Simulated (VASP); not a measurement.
# BeTe, response to an epitaxial strain: which settings are enough?

BeTe, F-43m (no. 216), 8 atoms in the cell. RPBE, relaxations at fixed in-plane lattice; PAW potentials Te, Be (PBE set). VASP 6.6.1.

Wanted: D ln c / d ln a, c relaxed at each in-plane lattice within 0.03 d ln c / d ln a; biaxial modulus within 3 %.

The series start from Cutoff ENCUT (eV): 350; k mesh: 4 × 4 × 4; EDIFFG: -0.002; Largest in-plane strain: 0.02. Each series keeps the choices made before it, and each single choice may use up half of a tolerance. Times cover all steps of a run.

## Cutoff ENCUT (eV)

| Cutoff ENCUT (eV) | D ln c / d ln a, c relaxed at each in-plane lattice (d ln c / d ln a) | Biaxial modulus (GPa) | Time (s) |
|---|---|---|---|
| 200 | -0.722 | 102.7 | 96 |
| 250 | -0.719 | 101.9 | 105 |
| 300 | -0.724 | 101.5 | 107 |
| 350 | -0.724 | 101.5 | 140 |
| 400 | -0.722 | 101.5 | 173 |
| 450 (reference) | -0.722 | 101.5 | 193 |

Chosen: 200, the loosest value from which every tighter one stays within half of the tolerance.

## k mesh

| k mesh | D ln c / d ln a, c relaxed at each in-plane lattice (d ln c / d ln a) | Biaxial modulus (GPa) | Time (s) |
|---|---|---|---|
| 2 × 2 × 2 | -0.737 | 101 | 67 |
| 3 × 3 × 3 | -0.719 | 103 | 71 |
| 4 × 4 × 4 | -0.722 | 102.7 | 96 |
| 6 × 6 × 6 (reference) | -0.721 | 102.7 | 136 |

Chosen: 3 × 3 × 3.

## EDIFFG

| EDIFFG | D ln c / d ln a, c relaxed at each in-plane lattice (d ln c / d ln a) | Biaxial modulus (GPa) | Time (s) |
|---|---|---|---|
| -0.05 | -0.658 | 105 | 50 |
| -0.02 | -0.705 | 103.4 | 54 |
| -0.01 | -0.706 | 103.4 | 58 |
| -0.005 | -0.715 | 103.1 | 60 |
| -0.002 | -0.719 | 103 | 71 |
| -0.0005 (reference) | -0.725 | 102.8 | 84 |

Chosen: -0.005.

## Largest in-plane strain

| Largest in-plane strain | D ln c / d ln a, c relaxed at each in-plane lattice (d ln c / d ln a) | Biaxial modulus (GPa) | Time (s) |
|---|---|---|---|
| 0.03 | -0.721 | 103.3 | 66 |
| 0.02 | -0.715 | 103.1 | 60 |
| 0.01 | -0.709 | 103.1 | 58 |
| 0.005 (reference) | -0.714 | 102.9 | 56 |

Chosen: 0.03.

## All choices together

| Input | D ln c / d ln a, c relaxed at each in-plane lattice (d ln c / d ln a) | Biaxial modulus (GPa) | Time (s) |
|---|---|---|---|
| only the atoms relax, so c stays (naive) | 0.000 | 125.6 | 93 |
| chosen settings | -0.721 | 103.3 | 66 |
| reference settings throughout | -0.721 | 101.3 | 339 |

The tolerance is met.

## The input

INCAR.step1:
```
SYSTEM = BeTe
  PREC = Accurate
  ENCUT = 200
  EDIFF = 1E-8
  ISMEAR = 0
  SIGMA = 0.05
  LREAL = .FALSE.
  LASPH = .TRUE.
  NELM = 100
  ALGO = Normal
  LWAVE = .FALSE.
  LCHARG = .FALSE.
  GGA = RP
  IBRION = 2
  NSW = 60
  ISIF = 3
  EDIFFG = -0.002
  POTIM = 0.5
  KPAR = 4
```

INCAR.step2, as INCAR.step1 but for:
```
- EDIFFG = -0.002
+ EDIFFG = -0.005
+ LATTICE_CONSTRAINTS = .FALSE. .FALSE. .TRUE.
```

KPOINTS:
```
Automatic mesh
0
Gamma
  3 3 3
  0 0 0
```

POSCAR.step1:
```
BeTe
1.0
    5.5400000000      0.0000000000      0.0000000000
    0.0000000000      5.5400000000      0.0000000000
    0.0000000000      0.0000000000      5.5400000000
Te Be
4 4
Direct
    0.2500000000      0.2500000000      0.2500000000
    0.2500000000      0.7500000000      0.7500000000
    0.7500000000      0.2500000000      0.7500000000
    0.7500000000      0.7500000000      0.2500000000
    0.0000000000      0.0000000000      0.0000000000
    0.0000000000      0.5000000000      0.5000000000
    0.5000000000      0.0000000000      0.5000000000
    0.5000000000      0.5000000000      0.0000000000
```

POSCAR.step2:
```
BeTe
1.0
    5.7088233830      0.0000000000      0.0000000000
    0.0000000000      5.7088233830      0.0000000000
    0.0000000000      0.0000000000      5.7088233830
Te Be
4 4
Direct
    0.2500000000      0.2500000000      0.2500000000
    0.2500000000      0.7500000000      0.7500000000
    0.7500000000      0.2500000000      0.7500000000
    0.7500000000      0.7500000000      0.2500000000
    0.0000000000      0.0000000000      0.0000000000
    0.0000000000      0.5000000000      0.5000000000
    0.5000000000      0.0000000000      0.5000000000
    0.5000000000      0.5000000000      1.0000000000
```

POSCAR.step4:
```
BeTe
1.0
    5.5375586816      0.0000000000      0.0000000000
    0.0000000000      5.5375586816      0.0000000000
    0.0000000000      0.0000000000      5.7088233830
Te Be
4 4
Direct
    0.2500000000      0.2500000000      0.2500000000
    0.2500000000      0.7500000000      0.7500000000
    0.7500000000      0.2500000000      0.7500000000
    0.7500000000      0.7500000000      0.2500000000
    0.0000000000      0.0000000000      0.0000000000
    0.0000000000      0.5000000000      0.5000000000
    0.5000000000      0.0000000000      0.5000000000
    0.5000000000      0.5000000000      1.0000000000
```

POSCAR.step6:
```
BeTe
1.0
    5.6231910323      0.0000000000      0.0000000000
    0.0000000000      5.6231910323      0.0000000000
    0.0000000000      0.0000000000      5.7088233830
Te Be
4 4
Direct
    0.2500000000      0.2500000000      0.2500000000
    0.2500000000      0.7500000000      0.7500000000
    0.7500000000      0.2500000000      0.7500000000
    0.7500000000      0.7500000000      0.2500000000
    0.0000000000      0.0000000000      0.0000000000
    0.0000000000      0.5000000000      0.5000000000
    0.5000000000      0.0000000000      0.5000000000
    0.5000000000      0.5000000000      1.0000000000
```

POSCAR.step8:
```
BeTe
1.0
    5.7944557338      0.0000000000      0.0000000000
    0.0000000000      5.7944557338      0.0000000000
    0.0000000000      0.0000000000      5.7088233830
Te Be
4 4
Direct
    0.2500000000      0.2500000000      0.2500000000
    0.2500000000      0.7500000000      0.7500000000
    0.7500000000      0.2500000000      0.7500000000
    0.7500000000      0.7500000000      0.2500000000
    0.0000000000      0.0000000000      0.0000000000
    0.0000000000      0.5000000000      0.5000000000
    0.5000000000      0.0000000000      0.5000000000
    0.5000000000      0.5000000000      1.0000000000
```

POSCAR.step10:
```
BeTe
1.0
    5.8800880845      0.0000000000      0.0000000000
    0.0000000000      5.8800880845      0.0000000000
    0.0000000000      0.0000000000      5.7088233830
Te Be
4 4
Direct
    0.2500000000      0.2500000000      0.2500000000
    0.2500000000      0.7500000000      0.7500000000
    0.7500000000      0.2500000000      0.7500000000
    0.7500000000      0.7500000000      0.2500000000
    0.0000000000      0.0000000000      0.0000000000
    0.0000000000      0.5000000000      0.5000000000
    0.5000000000      0.0000000000      0.5000000000
    0.5000000000      0.5000000000      1.0000000000
```

Commands (each step's output is kept before the next begins):
```
cat potpaw_PBE.64/Te/POTCAR potpaw_PBE.64/Be/POTCAR > POTCAR
cp INCAR.step1 INCAR
cp POSCAR.step1 POSCAR
mpirun -np 4 vasp_std > vasp.out
# POSCAR: the relaxed cell with a and b scaled by 1
cp INCAR.step2 INCAR
cp POSCAR.step2 POSCAR
mpirun -np 4 vasp_std > vasp.out
cp CONTCAR POSCAR
mpirun -np 4 vasp_std > vasp.out
# POSCAR: the relaxed cell with a and b scaled by 0.97
cp POSCAR.step4 POSCAR
mpirun -np 4 vasp_std > vasp.out
cp CONTCAR POSCAR
mpirun -np 4 vasp_std > vasp.out
# POSCAR: the relaxed cell with a and b scaled by 0.985
cp POSCAR.step6 POSCAR
mpirun -np 4 vasp_std > vasp.out
cp CONTCAR POSCAR
mpirun -np 4 vasp_std > vasp.out
# POSCAR: the relaxed cell with a and b scaled by 1.015
cp POSCAR.step8 POSCAR
mpirun -np 4 vasp_std > vasp.out
cp CONTCAR POSCAR
mpirun -np 4 vasp_std > vasp.out
# POSCAR: the relaxed cell with a and b scaled by 1.03
cp POSCAR.step10 POSCAR
mpirun -np 4 vasp_std > vasp.out
cp CONTCAR POSCAR
mpirun -np 4 vasp_std > vasp.out
```

The chosen input took VASP 6.6.1 66 s on 4 cores (Intel Xeon 6975P-C (Granite Rapids)), a shared host.

## An input that fails: the whole cell relaxes, so the strain is gone

It runs to its end, but against the unchanged starting input it is off by 0.721 d ln c / d ln a in the D ln c / d ln a, c relaxed at each in-plane lattice, 100 % in the biaxial modulus.

Changes against the starting input:
```
- LATTICE_CONSTRAINTS = .FALSE. .FALSE. .TRUE.
```
